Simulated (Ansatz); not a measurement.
Molecular dynamics on a 2×2×2 supercell (16 atoms) of CdTe (F-43m), relaxed with r2SCAN. Forces come from PBEsol in the PAW code Ansatz: Langevin thermostat and barostat (NPT), 1700 K, steps of 1 fs. Classical nuclei, no spin polarisation; a few dozen steps show the first response, not equilibrium.

```yaml
crystal:
  lattice:
    - [0.0, 6.5598024895, 6.5598024895]
    - [6.5598024895, 0.0, 6.5598024895]
    - [6.5598024895, 6.5598024895, 0.0]
  atoms:
    - { symbol: Cd, position: [0.0, 0.0, 0.0] }
    - { symbol: Te, position: [0.125, 0.125, 0.125] }
    - { symbol: Cd, position: [0.0, 0.0, 0.5] }
    - { symbol: Te, position: [0.125, 0.125, 0.625] }
    - { symbol: Cd, position: [0.0, 0.5, 0.0] }
    - { symbol: Te, position: [0.125, 0.625, 0.125] }
    - { symbol: Cd, position: [0.0, 0.5, 0.5] }
    - { symbol: Te, position: [0.125, 0.625, 0.625] }
    - { symbol: Cd, position: [0.5, 0.0, 0.0] }
    - { symbol: Te, position: [0.625, 0.125, 0.125] }
    - { symbol: Cd, position: [0.5, 0.0, 0.5] }
    - { symbol: Te, position: [0.625, 0.125, 0.625] }
    - { symbol: Cd, position: [0.5, 0.5, 0.0] }
    - { symbol: Te, position: [0.625, 0.625, 0.125] }
    - { symbol: Cd, position: [0.5, 0.5, 0.5] }
    - { symbol: Te, position: [0.625, 0.625, 0.625] }
kpoints:
  mp_grid: { grid: [2, 2, 2] }
hamiltonian:
  xc: pbesol
scf:
  occupations: { method: fermi_dirac, width: 0.146 }
md:
  ensemble: npt_langevin
  temperature: 1700
  timestep: 1.0
  n_steps: 30
  initial_velocities: maxwell_boltzmann
  seed: 5722
```

Run as `ansatz run input.yaml --threads 4 --pin off --max-ram 3686MiB --backend cpu --events-out ev --progress --plain --runs-dir out`.

Q: What wall time did it need on 4 threads of Arm Neoverse V2, on a shared host, and what peak of host memory did it reach?

A: About 4.3 min, with a peak of 2.7 GiB.

```csv
step,t (fs),T (K),free energy F from step 0 (meV/atom),kinetic energy (meV/atom),pressure (GPa),volume (Å³/atom),largest force (eV/Å)
0,0,1594,0.0,206.0,-0.35,35.28,0.00
1,1,1696,0.1,219.2,-0.31,35.29,0.05
2,2,1765,0.5,228.1,-0.29,35.29,0.11
3,3,1852,1.0,239.4,-0.25,35.30,0.16
4,4,1827,1.7,236.2,-0.25,35.30,0.22
5,5,1907,2.7,246.5,-0.22,35.31,0.27
6,6,1827,3.9,236.2,-0.25,35.33,0.33
7,7,1771,5.3,228.9,-0.27,35.34,0.38
8,8,1777,6.8,229.7,-0.27,35.36,0.43
9,9,1753,8.6,226.5,-0.27,35.37,0.48
10,10,1689,10.5,218.4,-0.29,35.39,0.53
11,11,1679,12.6,217.0,-0.29,35.42,0.58
12,12,1547,14.8,199.9,-0.34,35.44,0.62
13,13,1535,17.1,198.4,-0.35,35.47,0.67
14,14,1572,19.5,203.2,-0.33,35.50,0.72
15,15,1542,22.0,199.4,-0.34,35.52,0.77
16,16,1565,24.6,202.3,-0.33,35.55,0.81
17,17,1348,27.2,174.2,-0.40,35.57,0.86
18,18,1280,29.8,165.4,-0.42,35.60,0.89
19,19,1216,32.4,157.1,-0.44,35.62,0.92
20,20,1247,35.1,161.1,-0.42,35.64,0.96
21,21,1160,37.6,149.9,-0.43,35.66,1.00
22,22,1191,40.2,154.0,-0.40,35.67,1.03
23,23,1153,42.8,149.0,-0.39,35.68,1.06
24,24,1189,45.5,153.7,-0.36,35.69,1.09
25,25,1130,48.2,146.1,-0.35,35.70,1.12
26,26,1151,50.9,148.7,-0.33,35.71,1.15
27,27,1106,53.7,142.9,-0.33,35.74,1.18
28,28,983,56.4,127.1,-0.38,35.76,1.20
29,29,909,59.0,117.5,-0.40,35.79,1.22
30,30,913,61.4,118.1,-0.39,35.81,1.23
```

The temperature starts at 1594 K, is lowest at step 29 (909 K, 29 fs) and ends at 913 K. The thermostat hasn't had time to restore it. The atoms start on their lattice sites with kinetic energy alone, so much of it first passes into potential energy.

Positions (Å) and forces (eV/Å) at step 30:
```
cell (Å): 0.000 6.592 6.592; 6.592 0.000 6.592; 6.592 6.592 0.000
Cd  -0.227   0.027   0.134     0.736   0.081  -0.462
Te   1.652   1.590   1.648     0.016   0.001   0.009
Cd   3.343   3.300  -0.063    -0.477  -0.092   0.133
Te   4.892   4.897   1.650    -0.253   0.069   0.181
Cd   3.482  -0.016   3.324    -0.942   0.256   0.332
Te   4.909   1.738   4.969     0.174  -0.363  -0.036
Cd   6.510   3.230   3.203     0.366   0.178   0.230
Te   8.128   4.909   5.013     0.770  -0.342  -0.830
Cd   0.120   3.393   3.201    -0.363  -0.405   0.138
Te   1.661   5.007   4.803    -0.119   0.019   0.803
Cd   3.227   6.703   3.195     0.515  -0.380   0.640
Te   4.858   8.153   5.069     0.700  -0.021  -0.583
Cd   3.409   3.293   6.704    -0.916  -0.074  -0.818
Te   4.813   4.970   8.189     0.866  -0.040   0.684
Cd   6.637   6.368   6.660    -0.290   0.992   0.105
Te   8.310   8.275   8.240    -0.782   0.121  -0.527
```
